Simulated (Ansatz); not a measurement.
Pb:

```xyz
1
Lattice="0.0000 2.4750 2.4750 2.4750 0.0000 2.4750 2.4750 2.4750 0.0000" Properties=species:S:1:pos:R:3 pbc="T T T"
Pb    0.0000    0.0000    0.0000
```

Program: Ansatz 0.2.0. Alike in all runs: cell as given; cutoff (eV) 154; basis error allowed 0.001 eV/atom.

Order these runs on this cell by their pressure, lowest first.
A. level LDA; potentials or basis all-electron LAPW, relativistic spinors; spin SOC, no magnetisation; k mesh 7 × 7 × 7; smearing fermi-dirac 0.05 eV
B. level PBE; potentials or basis all-electron LAPW, scalar-relativistic; spin off; k mesh 9 × 9 × 9; smearing gaussian 0.014 eV
C. level PBEsol; potentials or basis all-electron LAPW, relativistic spinors; spin SOC, no magnetisation; k mesh 7 × 7 × 7; smearing fermi-dirac 0.05 eV

A (-1.7 GPa), C (-0.1 GPa), B (2.3 GPa).

Caveats: the k mesh is thin for a metal, which can move the energy by tens of meV per atom (some runs).
